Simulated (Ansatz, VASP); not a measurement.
# Ag in VASP and in Ansatz

```
Ag
1.0
    -1.65156    1.65156    1.65156
     1.65156   -1.65156    1.65156
     1.65156    1.65156   -1.65156
Ag
1
Cartesian
  0.0000 0.0000 0.0000
```

Alike in both runs: functional PBE; k mesh 18 × 18 × 18; occupations fermi-dirac, width 0.05 eV; no spin polarisation.

Ansatz relaxed the structure, and its values are those at the end. VASP's run is a single point on that final structure, the one shown.

```csv
,VASP,Ansatz
version,VASP 6.6.1,Ansatz 0.2.0
potentials or method,"VASP PAW PBE potentials, release 64 (Ag)","PAW with Ansatz's default frozen-core files, scalar-relativistic"
plane-wave cutoff (eV),520,420
valence electrons in the cell,11,19
```

|  | VASP | Ansatz | Ansatz less VASP |
| --- | --- | --- | --- |
| pressure (GPa) | -0.1 | 0.0 | +0.11 |

The two sets of potentials don't hold the same shells in valence.
